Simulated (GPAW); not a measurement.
# ZnSe (Stilleite) (F-43m) in GPAW: settings compared

One crystal, ZnSe (Stilleite), is run at these levels: revPBE, BLYP, r2SCAN, AM05+D4; tasks: band structure, piezoelectric tensor.

Everything below comes from runs of GPAW 26.7.0. Logs are shortened: lines on timing, memory, paths and dates and some standing lists are left out, and cuts for length are marked. The log counts tension as positive stress, the text compression.

**What was measured.**

“Alloy Disordering Effects on the Thermal Conductivity and Energy Gap Temperature Dependence of Cd1−xZnxSe Ternary Crystals Grown by the Bridgman Method”, 2023, pmc:10253836 reports, for a bulk crystal of ZnSe at 300 K: band gap 2.695 ± 0.003 eV (an exciton energy, a little under the gap).

How close the calculation comes is told below.

### 1 Starting point

The structure is cubic, space group F-43m (No. 216). Conventional cell: a = 5.668 Å, b = 5.668 Å, c = 5.668 Å, α = 90.00°, β = 90.00°, γ = 90.00°. Se (site symmetry -43m) is surrounded by 4 Zn at 2.45 Å. Zn (site symmetry -43m) has 4 Se at 2.45 Å as nearest neighbours.

### 2 Band structure, revPBE

The input, run.py:

```python
from ase.dft.bandgap import bandgap
from ase.io import read, write
from ase.units import GPa
from gpaw import GPAW, PW

atoms = read('POSCAR')

calc = GPAW(mode=PW(600),
            xc='revPBE',
            kpts={'size': (8, 8, 8), 'gamma': True},
            occupations={'name': 'fermi-dirac', 'width': 0.05},
            nbands=18,
            convergence={'density': 1e-05, 'energy': 1e-05},
            maxiter=150,
            txt='gpaw.txt')
atoms.calc = calc
energy = atoms.get_potential_energy()
forces = atoms.get_forces()
stress = atoms.get_stress()
calc.write('gs.gpw')
write('result.traj', atoms)
print(f'Energy: {energy:.6f} eV')
print('Forces (eV/A):')
print(forces.round(4))
print('Stress (GPa):', (stress / GPa).round(3))
print('Fermi level:', round(calc.get_fermi_level(), 4), 'eV')
print(f'Gap: {bandgap(calc)[0]:.4f} eV, direct: {bandgap(calc, direct=True)[0]:.4f} eV')

path = atoms.cell.bandpath('GXWKGLUWLK,UX', npoints=60, eps=1e-4)
bs_calc = calc.fixed_density(kpts=path, symmetry='off', nbands=29,
                             convergence={'bands': 'CBM+6.0', 'eigenstates': 1e-6}, txt='bands.txt')
bs = bs_calc.band_structure()
bs.write('bs.json')
print(f'Gap on the path: {bandgap(bs_calc)[0]:.4f} eV')
```

The input, POSCAR:

```
ZnSe
1.0
    0.0000000000      2.8338000000      2.8338000000
    2.8338000000      0.0000000000      2.8338000000
    2.8338000000      2.8338000000      0.0000000000
Se Zn
1 1
Direct
    0.7500000000      0.7500000000      0.7500000000
    0.0000000000      0.0000000000      0.0000000000
```

Potentials or basis: the program's PAW data sets (release 1.2.1) made for this functional, pw.

Started as:

```console
$ OMP_NUM_THREADS=1 python run.py
```

gpaw.txt:

```text
__  _  _
 | _ |_)|_||  |
 |__||  | ||/\| - 26.7.0

Input parameters:
  mode=PW(ecut=600.0),
  convergence={'density': 1e-05, 'energy': 1e-05},
  kpts=MonkhorstPack(size=(8, 8, 8), gamma=True),
  maxiter=150,
  nbands=18,
  occupations=Occupations(name='fermi-dirac', width=0.05),
  xc=XC(name='revPBE')

Diagonalizing LCAO Hamiltonian
Converting LCAO to pw mode

                    Se

       Zn

Atoms  # Å, Bohr magnetons
|   | symbol |        x |        y |        z |    initial magnetic moments |
|---|--------|----------|----------|----------|-----------------------------|
| 0 |     Se | 4.250700 | 4.250700 | 4.250700 | ( 0.0000,  0.0000,  0.0000) |
| 1 |     Zn | 0.000000 | 0.000000 | 0.000000 | ( 0.0000,  0.0000,  0.0000) |

Unit cell  # Å
| periodic |        x |        y |        z |  lengths |    angles |
|----------|----------|----------|----------|----------|-----------|
|      yes | 0.000000 | 2.833800 | 2.833800 | 4.007598 | 60.000000 |
|      yes | 2.833800 | 0.000000 | 2.833800 | 4.007598 | 60.000000 |
|      yes | 2.833800 | 2.833800 | 0.000000 | 4.007598 | 60.000000 |

Number of symmetries: 24
Symmetry operations  # r_c * U_cc + t_c -> r_c
|    | kind |            matrix            |
|----|------|------------------------------|
|  0 |  E   |  1, 0, 0,  0, 1, 0,  0, 0, 1 |
|  1 |  σ   |  1, 0, 0,  0, 0, 1,  0, 1, 0 |
|  2 |  σ   |  1, 0,-1,  0, 1,-1,  0, 0,-1 |
|  3 |  C3  |  1, 0,-1,  0, 0,-1,  0, 1,-1 |
|  4 |  C3  |  1,-1, 0,  0,-1, 1,  0,-1, 0 |
|  5 |  σ   |  1,-1, 0,  0,-1, 0,  0,-1, 1 |
|  6 |  σ   |  0, 1, 0,  1, 0, 0,  0, 0, 1 |
|  7 |  C3  |  0, 1, 0,  0, 0, 1,  1, 0, 0 |
|  8 |  C2  |  0, 1,-1,  1, 0,-1,  0, 0,-1 |
|  9 |  S4  |  0, 1,-1,  0, 0,-1,  1, 0,-1 |
| 10 |  C3  |  0, 0, 1,  1, 0, 0,  0, 1, 0 |
| 11 |  σ   |  0, 0, 1,  0, 1, 0,  1, 0, 0 |
| 12 |  S4  |  0, 0,-1,  1, 0,-1,  0, 1,-1 |
| 13 |  C3  |  0, 0,-1,  0, 1,-1,  1, 0,-1 |
| 14 |  S4  |  0,-1, 1,  1,-1, 0,  0,-1, 0 |
| 15 |  C2  |  0,-1, 1,  0,-1, 0,  1,-1, 0 |
| 16 |  C3  |  0,-1, 0,  1,-1, 0,  0,-1, 1 |
| 17 |  S4  |  0,-1, 0,  0,-1, 1,  1,-1, 0 |
| 18 |  S4  | -1, 1, 0, -1, 0, 1, -1, 0, 0 |
| 19 |  C3  | -1, 1, 0, -1, 0, 0, -1, 0, 1 |
| 20 |  C3  | -1, 0, 1, -1, 1, 0, -1, 0, 0 |
| 21 |  S4  | -1, 0, 1, -1, 0, 0, -1, 1, 0 |
| 22 |  σ   | -1, 0, 0, -1, 1, 0, -1, 0, 1 |
| 23 |  C2  | -1, 0, 0, -1, 0, 1, -1, 1, 0 |

BZ-sampling:
  Number of BZ points: 512
  Number of IBZ points: 29

  Monkhorst-Pack size: [8, 8, 8]
  Monkhorst-Pack shift: [0.0625, 0.0625, 0.0625]

K-points  # in reciprocal-cell coordinates
|     |                                coordinates |     weight |
|-----|--------------------------------------------|------------|
|   0 | (  0.00000000,   0.00000000,   0.00000000) | 0.00195312 |
|   1 | (  0.12500000,   0.12500000,   0.00000000) | 0.01171875 |
|   2 | (  0.12500000,   0.12500000,   0.12500000) | 0.01562500 |
|   3 | (  0.25000000,   0.12500000,   0.12500000) | 0.02343750 |
|   4 | (  0.25000000,   0.25000000,   0.00000000) | 0.01171875 |
|   5 | (  0.25000000,   0.25000000,   0.12500000) | 0.04687500 |
|   6 | (  0.25000000,   0.25000000,   0.25000000) | 0.01562500 |
|   7 | (  0.37500000,   0.25000000,  -0.37500000) | 0.04687500 |
|   8 | (  0.37500000,   0.25000000,   0.12500000) | 0.04687500 |
|   9 | (  0.37500000,   0.25000000,   0.25000000) | 0.04687500 |
| ... |                                            |            |
|  28 | (  0.50000000,   0.50000000,   0.50000000) | 0.00781250 |

Plane wave coefficients: 1540
Cutoff: 600.0 eV

Spin-components: 1 (collinear spins)
Bands:           18
Projectors:      11
Spin-degeneracy: 2
Datatype:        complex128

Parallelization:
  kpt:    1
  domain: 1
  band:   1

Density:
  Valence electrons: 18.0
  Components: 1
  Grid points: [24 24 24]
  Charge: 0.0  # |e|

Potential:
  Grid points: [24 24 24]

species:
  Se:
    name:    Selenium
    Z:       34.0
    valence: 6
    core:    28
    charge:  0.0  # [|e|]
    compensation charges:
      type: gauss
      rc: 0.27  # [Å]
      lmax: 2
    cutoffs:
      filter: 1.77  # [Å]
      core: 2.67  # [Å]
    projectors
    | kind |    occ | energy [eV] | rcut [Å] |
    |------|--------|-------------|----------|
    |   4s |  2.000 |     -17.218 |    0.847 |
    |   4p |  4.000 |      -6.473 |    1.005 |
    |    s |        |       9.994 |    0.847 |
    |    p |        |      20.738 |    1.005 |
    |    d |        |       0.000 |    0.847 |

    Using partial waves for Se as LCAO basis

  Zn:
    name:    Zinc
    Z:       30.0
    valence: 12
    core:    18
    charge:  0.0  # [|e|]
    compensation charges:
      type: gauss
      rc: 0.37  # [Å]
      lmax: 2
    cutoffs:
      filter: 2.14  # [Å]
      core: 2.28  # [Å]
    projectors
    | kind |    occ | energy [eV] | rcut [Å] |
    |------|--------|-------------|----------|
    |   4s |  2.000 |      -5.896 |    1.286 |
    |   4p |  0.000 |      -1.089 |    1.270 |
    |   3d | 10.000 |     -10.079 |    1.180 |
    |    s |        |      21.315 |    1.286 |
    |    p |        |      26.122 |    1.270 |
    |    d |        |      17.133 |    1.180 |

    Using partial waves for Zn as LCAO basis

Reference energy: -114973.622761  # eV

eigensolver:
  PPCG
  Converge bands: occupied
  niter=2

density mixing:
  MSR1-Mixer
  Pratt-step length: 0.05
  Maximum mixing coefficient: 0.75
  Old densities: 10
  SVD Regularization: 0.005
  Good broyden scale: 1.0
  Trust region scale: 1.0
  Backstep threshold: 4.0
  History deletion threshold: 6.0
  Fourier metric: weight=20.0, sigma=0.015

occupation numbers:
  Fermi-Dirac:
    width: 0.0500  # eV

poisson solver:
  ecut: 4800.0  # eV

xc functional:
  name: revPBE with 2 nearest neighbor stencil

convergence criteria:
- Maximum integral of absolute [dens]ity change: 1e-05 electrons / valence electron
- Maximum [total energy] change in last 3 cyles: 1e-05 eV / valence electron
- Maximum integral of absolute [eigenst]ate change: 4e-08 eV^2 / valence electron
maximum number of iterations: 150

SCF iterations
|iter     | |      energy | eigst |  dens |
|---------|-|-------------|-------|-------|
|iter:   1| |   -5.727961 | -0.22 |       |
|iter:   2| |   -5.671623 | -2.23 | -1.24 |
|iter:   3| |   -5.494207 | -1.62 | -1.28 |
|iter:   4| |   -5.496550 | -2.56 | -1.83 |
|iter:   5| |   -5.498274 | -3.53 | -2.29 |
|iter:   6| |   -5.498323 | -4.06 | -2.83 |
|iter:   7| |   -5.498370c| -4.93 | -3.40 |
|iter:   8| |   -5.498376c| -5.77 | -3.93 |
|iter:   9| |   -5.498376c| -7.70c| -4.81 |
|iter:  10| |   -5.498376c| -7.95c| -5.34c|

Converged in 10 steps
Energy contributions relative to reference atoms: (reference = -114973.622761)

Energy contributions:
  Kinetic:          13.711238
  Coulomb:         -11.618727
  Zero:             -0.044619
  External:          0.000000
  Xc:               -7.546268
  Entropy:          -0.000000
  Spinorbit:         0.000000
  ----------------------------
  Free energy:      -5.498376
  Extrapolated:     -5.498376

dipole moment: (-7.070237, -7.070237, -7.070237)  # |e|*Ang

Fermi level: 4.698
Eigenvalues  # (at kpt = [0.000, 0.000, 0.000])
| band index |      eig [eV] | occ [0-2] |
|------------|---------------|-----------|
|          0 |        -9.260 |     2.000 |
|          1 |        -2.544 |     2.000 |
|          2 |        -2.544 |     2.000 |
|          3 |        -2.544 |     2.000 |
|          4 |        -2.179 |     2.000 |
|          5 |        -2.179 |     2.000 |
|          6 |         3.954 |     2.000 |
|          7 |         3.954 |     2.000 |
|          8 |         3.954 |     2.000 |
|          9 |         5.373 |     0.000 |
|         10 |         9.809 |     0.000 |
|         11 |         9.809 |     0.000 |
|         12 |         9.809 |     0.000 |
|         13 |        14.099 |     0.000 |
|         14 |        15.421 |     0.000 |
|         15 |        15.421 |     0.000 |
|         16 |        17.137 |     0.000 |
|         17 |        17.137 |     0.000 |

Gap: 1.419 eV
Transition (v -> c):
  (s=0, k=0, n=8, [0.00, 0.00, 0.00]) -> (s=0, k=0, n=9, [0.00, 0.00, 0.00])
No difference between direct/indirect transitions

Forces  # eV/Ang
|        x |       y |        z |
|----------|---------|----------|
| -0.00000 | 0.00000 | -0.00000 |  # Se   0
| -0.00000 | 0.00000 | -0.00000 |  # Zn   1

Stress tensor  # eV/Ang^3
|         x |         y |         z |
|-----------|-----------|-----------|
| -0.024011 |  0.000000 | -0.000000 |
|  0.000000 | -0.024011 | -0.000000 |
| -0.000000 | -0.000000 | -0.024011 |

# Writing to gs.gpw (mode='')
```

Wall time 47 s (1 thread of Intel Xeon Platinum 8259CL at 2.50GHz (Skylake/Cascade Lake), shared host); peak memory 0.24 GiB.

What came out:

- Free energy: -5.4984 eV
- Pressure: 3.8 GPa
- Band gap on the k mesh: 1.42 eV, direct
- Band gap along the path: 1.42 eV, direct

Levels at the corners of the path, in eV from the valence-band top:
```
point  band 7  band 8  band 9  band 10  band 11  band 12
    Γ    0.00    0.00    0.00     1.42     5.85     5.85
    X   -4.71   -2.17   -2.17     3.09     3.54    10.86
    W   -4.64   -2.74   -2.63     5.57     5.60     7.05
    K   -4.67   -3.05   -1.78     3.68     5.67     9.15
    Γ    0.00    0.00    0.00     1.42     5.85     5.85
    L   -5.18   -0.86   -0.86     2.64     6.43     6.43
    U   -4.67   -3.05   -1.78     3.68     5.67     9.15
    W   -4.64   -2.74   -2.63     5.57     5.60     7.05
    L   -5.18   -0.86   -0.86     2.64     6.43     6.43
    K   -4.67   -3.05   -1.78     3.68     5.67     9.15
    U   -4.67   -3.05   -1.78     3.68     5.67     9.15
    X   -4.71   -2.17   -2.17     3.09     3.54    10.86
```

[end of part 1 of 3]
